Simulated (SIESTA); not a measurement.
Crystal: VO2.

```xyz
6
Lattice="4.5072 0.0000 0.0000 0.0000 4.5072 0.0000 0.0000 0.0000 3.0444" Properties=species:S:1:pos:R:3 pbc="T T T"
V     2.2536    2.2536    1.5222
V     0.0000    0.0000    0.0000
O     0.9031    3.6041    1.5222
O     3.6041    0.9031    1.5222
O     3.1567    3.1567    0.0000
O     1.3505    1.3505    0.0000
```

The cell is a database's computed one.

Base run:

| Property | Result |
| --- | --- |
| Program | SIESTA 5.4.2 |
| Functional | BLYP |
| Potentials or basis | PseudoDojo 0.4 standard (PBE files) |
| Basis | DZP (energy shift 0.002 Ry) |
| Grid cutoff | 800 Ry |
| Energy shift | 0.002 Ry |
| k mesh | 4 × 4 × 6 |
| Occupations | fermi-dirac, width 0.05 eV |
| Spin | collinear spin, ferromagnetic start |
| Starting moments | [2.0, 2.0, 0.0, 0.0, 0.0, 0.0] μB |

Its results: band gap on the k mesh none (metal or under the smearing width); pressure 0.1 GPa; net moment 2.00 μB per cell; site moments V +1.21; O -0.11 μB; largest force 0.216 eV/Å.

Problem. The run is repeated on the same cell with these changes: functional from BLYP to PBE; potentials or basis from PseudoDojo 0.4 standard (PBE files) to PseudoDojo 0.5 standard (PBE files). What comes out?

Solution. Band gap on the k mesh none (metal or under the smearing width); pressure -6.6 GPa; net moment 2.00 μB per cell; site moments V +1.24; O -0.12 μB; largest force 0.258 eV/Å.

Caveats: semicore shells carry a single zeta, which can move pressures by several GPa and volumes by a few percent; the basis of atomic orbitals isn't converged, which shifts pressures, moduli and gaps; semilocal functionals often make such compounds metallic where correlation or magnetic order opens a gap, which also shifts bond lengths; the potentials were made for another functional, which shifts forces and pressure (some runs).
